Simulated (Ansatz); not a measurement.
**TaN: how the settings move a single-point run**

Aim: see which settings change the result for TaN, by how much, and at what cost.

Computed with Ansatz 0.2.0 (reference: DFT, PBE, all-electron LAPW, Dirac equation with spin-orbit coupling, unless a step's input says otherwise).

## 1. The starting structure

It takes space group Fm-3m (No. 225, cubic). The conventional cell has a = 4.358 Å, b = 4.358 Å, c = 4.358 Å, α = 90.00°, β = 90.00°, γ = 90.00°. Ta (site symmetry m-3m) has 6 N at 2.18 Å in its first shell of neighbours. Around N (site symmetry m-3m) lie 6 Ta at 2.18 Å.

Structure file:

```
CELL_PARAMETERS angstrom
0.00000 2.17900 2.17900
2.17900 0.00000 2.17900
2.17900 2.17900 0.00000
ATOMIC_POSITIONS crystal
Ta 0.50000 0.50000 0.50000
N 0.00000 0.00000 0.00000
```

## 2. Reference

input.yaml

```yaml
crystal:
  lattice:
    - [0.0, 2.179, 2.179]
    - [2.179, 0.0, 2.179]
    - [2.179, 2.179, 0.0]
  atoms:
    - { symbol: Ta, position: [0.5, 0.5, 0.5] }
    - { symbol: "N", position: [0.0, 0.0, 0.0] }
kpoints:
  mp_grid: { grid: [9, 9, 9] }
  band_path:
    path:
      - [0.0, 0.0, 0.0]
      - [0.5, 0.0, 0.5]
      - [0.625, 0.25, 0.625]
      - [0.375, 0.375, 0.75]
      - [0.0, 0.0, 0.0]
      - [0.5, 0.5, 0.5]
      - [0.5, 0.25, 0.75]
      - [0.5, 0.0, 0.5]
    npoints: 5
scf:
  occupations: { method: fermi_dirac, width: 0.02 }
hamiltonian:
  xc: pbe
  pseudopotentials: { kind: all_electron, lapw: { basis_error: 0.0005 } }
output:
  forces: true
  stress: true
  eigenvalues: true
magnetization:
  noncollinear: true
  spin_orbit: true
```

Launch:

```sh
$ ansatz run input.yaml --threads 1 --pin off --max-ram 2048MiB --backend cpu --events-out ev --progress --plain --runs-dir out
```

## 3. Changed: mixing.algorithm anderson, mixing.beta 0.9, mixing.ndim 8, accuracy low

Changes to input.yaml since step 2:

```diff
@@ -23,2 +23,3 @@
   occupations: { method: fermi_dirac, width: 0.02 }
+  mixing: { algorithm: anderson, beta: 0.9, ndim: 8 }
 hamiltonian:
@@ -33 +34,2 @@
   spin_orbit: true
+accuracy: low
```

Q: Predict the outcome of this session. Wanted: for each run, ending; energy change; pressure; gap; force.

The runs gave:

```tsv
run	ending	energy change	pressure (GPa)	gap (eV)	force (eV/Å)	cycles	time
reference	converged	0	14.4	0.00	0.00	7	36 s
1: mixing.algorithm anderson, mixing.beta 0.9, mixing.ndim 8, accuracy low	converged	0.0 meV/atom	14.4	0.00	0.00	10	44 s
```

Residual by cycle in the longest SCF loop of each run; runs are numbered as in the table. The quantity is the density residual dr2, in eV.

```tsv
cycle	reference	run 1
1	4.13	4.13
2	0.0508	17.2
3	0.0251	0.198
4	0.00124	0.101
5	2.3e-5	0.0121
6	1.4e-7	0.00129
7	4.2e-9	1.8e-4
8	-	4.9e-6
9	-	2.1e-6
10	-	2.0e-8
```

**Reading.** Same state: the changed mixing leaves the energy within 0.5 meV/atom. Cost: 10 SCF cycles against 7. The structure is not at rest: the sound run finds 14 GPa, so these are no properties of the relaxed crystal. 
